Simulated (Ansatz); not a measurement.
Reactions of H6OSi3, SMILES `O[SiH]1[SiH2][SiH2]1`.

Isolated molecules relaxed with PBE0-D4/def2-TZVP in Ansatz; ΔE leaves out vibrations. CCSD(T)/CBS adds triple-zeta CCSD(T) − MP2 to the extrapolated MP2 energy (def2 sets, frozen cores). This one scheme is used for every species, atoms too. DFT in def2-TZVPP. B3LYP here is the variant with VWN-RPA as its local correlation; programs differ in this. Open shells (•) are unrestricted, without spin–orbit coupling. Spin–orbit coupling would lower the free atoms: a little for O, Si. def2 core potentials past Kr. Bonds to Zr are less sure, by a few kJ/mol each and by 10 to 20 or more in all where they break to atoms, as the def2 sets lack core-valence functions. One conformer a species, not always the lowest.

```
                                                                                              reaction  ωB97M-V (kJ/mol)  B3LYP-D4 (kJ/mol)  CCSD(T)/CBS(def2) (kJ/mol)
                                     `O[SiH]1[SiH2][SiH2]1` + `OCCO` → `OC[SiH]1[SiH2][SiH2]1` + `OCO`               116                114                         118
                                           `O[SiH]1[SiH2][SiH2]1` + H–F → `F[SiH]1[SiH2][SiH2]1` + H₂O               -40                -40                         -39
`O[SiH]1[SiH2][SiH2]1` + `[NH2][Zr]([F])([F])[F]` → `F[SiH]1[SiH2][SiH2]1` + `[NH2][Zr]([OH])([F])[F]`                 8                  8                           4
                                                            `O[SiH]1[SiH2][SiH2]1` → 6 H• + O• + 3 Si•              3064               3051                        3077
                                          `O[SiH]1[SiH2][SiH2]1` + HCl → `Cl[SiH]1[SiH2][SiH2]1` + H₂O               -15                -14                         -18
                                            `O[SiH]1[SiH2][SiH2]1` + H₂ → `[SiH2]1[SiH2][SiH2]1` + H₂O                48                 50                          45
                                                       `O[SiH]1[SiH2][SiH2]1` → `[SiH3][SiH]1O[SiH2]1`               -52                -52                         -49
                                        `O[SiH]1[SiH2][SiH2]1` + CH₃OH → `OC[SiH]1[SiH2][SiH2]1` + H₂O                87                 89                          83
                                           `O[SiH]1[SiH2][SiH2]1` + CH₄ → `C[SiH]1[SiH2][SiH2]1` + H₂O                78                 82                          74
```

Largest T1 diagnostic: 0.017, for `[NH2][Zr]([F])([F])[F]`.
